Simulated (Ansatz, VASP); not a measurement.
# AlN in VASP and in Ansatz

```xyz
4
Lattice="3.1130 0.0000 0.0000 -1.5565 2.6959 0.0000 0.0000 0.0000 4.9810" Properties=species:S:1:pos:R:3 pbc="T T T"
Al    1.5565    0.8986    2.4905
Al    0.0000    1.7973    0.0000
N     1.5565    0.8986    4.3833
N     0.0000    1.7973    1.8928
```

Alike in both runs: task relaxation of cell and atoms; functional PBEsol; k mesh 7 × 7 × 5; occupations fermi-dirac, width 0.05 eV; no spin polarisation.

|  | VASP | Ansatz |
| --- | --- | --- |
| version | VASP 6.6.1 | Ansatz 0.2.0 |
| potentials or method | VASP PAW PBE potentials, release 64 (Al, N) | Ansatz PAW |
| plane-wave cutoff (eV) | 600 | 420 |
| valence electrons in the cell | 16 | 16 |

```csv
,VASP,Ansatz,Ansatz less VASP
"gap on the k mesh at the Fermi level, each at its own relaxed structure (eV)",4.12,4.09,-0.030
relaxed volume (Å³/atom),10.45,10.46,+0.006
relaxed cell length with the largest relative difference (Å),3.112,3.114,+0.0018
```

Caveats: the PAW data sets were made with another functional, which shifts forces and pressure a little (VASP); odd divisions of the mesh miss points on the zone boundary, where band edges often lie, so the gap on the mesh can be too wide (Ansatz); the plane-wave basis is chosen anew once the cell has moved, so the energies of steps on either side of that aren't comparable (Ansatz); the pressure holds a Pulay correction of +0.5 GPa for the finite cutoff (Ansatz); the PAW data sets come from PBE, with cores solved anew for the run's functional, which leaves a small shift of forces and pressure (Ansatz).
